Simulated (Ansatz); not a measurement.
input.yaml (Ansatz)

```yaml
crystal:
  lattice:
    - [0.0, 2.0404503384, 2.0404503384]
    - [2.0404503384, 0.0, 2.0404503384]
    - [2.0404503384, 2.0404503384, 0.0]
  atoms:
    - { symbol: Se, position: [0.0, 0.0, 0.0] }
hamiltonian:
  xc: pbesol
  pseudopotentials:
    kind: paw
    azcp:
      Se: "pseudopotentials/Se.paw.azcp"
basis:
  ecutwfc: 420
  fft_grid_basis: typed
kpoints:
  mp_grid: { grid: [14, 14, 14], shift: [0, 0, 0] }
magnetization:
  spin_polarized: false
scf:
  occupations: { method: fermi_dirac, width: 0.1 }
  lower_state_search: "off"
output:
  stress: true
```

and its output:

```
Warning: the record states the generating functional pbe (its physics header spells it `PBE`), which answers neither for hamiltonian.xc's functional nor for the pbesol family's — results may be inconsistent (PPs are generated against a specific XC)
Engine: ansatz 0.2.0, aarch64-unknown-linux-gnu
Pseudopotentials: kind: paw
Pseudopotential: Se, paw, valence charge 16, recommended cutoff 420 eV (normal) 
Functional definition: PBEsol
  exchange = pbesol_x
  correlation = pbesol_c
Crystal: 1 atoms, lattice volume = 16.991 Å³
Basis set: ecut = 420 eV, 331 PW (Γ)
Bands: 12, of which v1, the nominal top of the filled ones, is band 8 counted from 1 (7 counted from 0)
Symmetry: 48 space group operations
Space group: Fm-3m (ITA 225), of the structure as read, at distance tolerance 2.6e-5 Å
k-points: 104 of 2744
Non-local potential: Se, projectors of the file, l = 0: 2, l = 1: 2, l = 2: 3, l = 3: 1
PAW form: soft (Blöchl's): semilocal exchange-correlation on the pseudo side does not see the compensation charge
PAW frozen core: Se, regenerated for the run's functional, and the local potential with it (the file was generated under x = pbe(κ = 0.804, μ = 0.2195149727645171), c = pbe(β = 0.06672455060314922))
PAW one-centre angular grid: Se, 590 points (default); XC on 64 Gauss nodes
Initial density: superposition of atomic densities (neutral atoms: chi_scale 0, normalization atom), corrected by the library's trained network
Initial wavefunctions: pseudopotential atomic-orbital guess
Functional: x = pbesol(κ = 0.804, μ = 0.12345679012345678), c = pbesol(β = 0.046)
SCF iter   1: F=—  HF=-5423.535635 eV  |F-HF|=—  |Δ(HF+E_count)|=         —  Δρ=3.70e-3  dr2=2.21e-3  ethr=1.77e-3  ⟨swp⟩=5.3  Hψ=7318  notcnv=0
SCF iter   2: F=—  HF=-5423.534969 eV  |F-HF|=—  |Δ(HF+E_count)|=   6.67e-4  Δρ=2.50e-3  dr2=1.06e-3  ethr=1.38e-5  ⟨swp⟩=2.2  Hψ=2819  notcnv=0
SCF iter   3: F=—  HF=-5423.534789 eV  |F-HF|=—  |Δ(HF+E_count)|=   1.80e-4  Δρ=4.06e-4  dr2=1.84e-5  ethr=6.65e-6  ⟨swp⟩=2.0  Hψ=1522  notcnv=0  defer=4
SCF iter   4: F=—  HF=-5423.534791 eV  |F-HF|=—  |Δ(HF+E_count)|=   2.17e-6  Δρ=6.77e-5  dr2=4.31e-7  ethr=1.15e-7  ⟨swp⟩=2.7  Hψ=2079  notcnv=0  defer=2
iter 5 did not close the SCF: its close was put off for the readings that it lacked (scf_convergence_deferred on its scf_iter line)
SCF iter   5: F=-5423.534791 eV  HF=-5423.534791 eV  |F-HF|=7.19e-8  |Δ(HF+E_count)|=   1.07e-7  Δρ=1.65e-5  dr2=4.28e-8  ethr=2.69e-9  ⟨swp⟩=2.0  Hψ=2071  notcnv=0  defer=2
SCF iter   6: F=-5423.534791 eV  HF=-5423.534791 eV  |F-HF|=1.33e-10  |Δ(HF+E_count)|=   3.60e-8  Δρ=1.42e-6  dr2=1.81e-10  ethr=2.67e-10  ⟨swp⟩=2.1  Hψ=4440  notcnv=0
SCF 1 converged in 6 iterations: F = -5423.534791 eV  dr2 = 1.81e-10
SCF converged after 6 iterations
Free energy (F): -5423.534791 eV
Harris-Foulkes:  -5423.534791 eV  (|F-HF|=1.33e-10)
Internal energy: -5423.510042 eV  (E = F + TS)
E sigma→0 (E₀):  -5423.522416 eV
Entropy (-TS):   -0.024749 eV (-24.749 meV/atom)
Fermi energy:    14.402257 eV
--- Per-component energies (eV) ---
  E_band       = -297.903336
  E_kinetic    = 119.639159
  E_local      = -1875.918626  (includes V_loc(G=0)·N_el)
  E_nonlocal   = -590.721186
  E_hartree    = 966.315545
  E_xc         = -104.211845
  E_vxc        = -99.247246  (∫ρ·V_xc dr)
  E_paw        = -1868.850175  (= ΣΔE_a)
  E_vpaw       = 215.714849  (= ΣTr[D̂ρ^β])
  E_aug_tail   = -0.000624  (compensation charges beyond the density's cutoff)
  E_ewald      = -2070.770741
  E_core_change = 1.008450  (= ΣΔE_core)
  E_smearing   = -0.024749  (= −TS)
  E_closure    = 0.000000  (closes the sum)
  Σ components = -5423.534791   (vs F -5423.534791, Δ=0.00e0)
--- Stress (GPa, compression-positive) ---
       13.480565      -0.000000      -0.000000
       -0.000000      13.480565       0.000000
       -0.000000       0.000000      13.480565
  P = ⅓ Tr σ = 13.4806 GPa (134.806 kbar)
```
